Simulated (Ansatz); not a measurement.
**NaI: stable or not**

It comes from a database structure that was distorted and then relaxed.

These are results of DFT PBE, scalar-relativistic, plane waves, PAW (Ansatz), not measurements. Cutoff 420 eV, Γ-centred 6×6×6 mesh (2-atom cell), Gaussian smearing of 0.02 eV, no spin polarisation.

```cif
data_structure
_symmetry_space_group_name_H-M 'Fm-3m'
_symmetry_Int_Tables_number 225
_cell_length_a 6.5224
_cell_length_b 6.5224
_cell_length_c 6.5224
_cell_angle_alpha 90.000
_cell_angle_beta 90.000
_cell_angle_gamma 90.000
_cell_volume 277.48
loop_
_atom_site_label
_atom_site_type_symbol
_atom_site_symmetry_multiplicity
_atom_site_Wyckoff_symbol
_atom_site_fract_x
_atom_site_fract_y
_atom_site_fract_z
_atom_site_occupancy
Na1 Na 4 a 0.00000 0.00000 0.00000 1
I1 I 4 b 0.50000 0.00000 0.00000 1
```

The zero of energy is the elements' standard structures at the same level; no fitted shifts are applied.

Q: These tests were run: energy against the elements; random kick, then relaxation without symmetry; phonons on a 4×4×4 q mesh; elastic tensor. What do they show?

A:

```csv
test,result
energy against the elements,−1.280 eV/atom
"random kick, then relaxation without symmetry",returns
phonons on a 4×4×4 q mesh,no imaginary mode on the mesh
elastic tensor,least eigenvalue 7 GPa
```

It fails none of these tests. Competing phases weren't compared here.

These runs have no spin–orbit coupling, which can matter for I. The reference form of I is held partly by dispersion forces, which this level lacks. The kick test ran on a coarse mesh. The run for the phonons used an 8×8×8 k mesh. The run for the elastic tensor used an 8×8×8 k mesh.
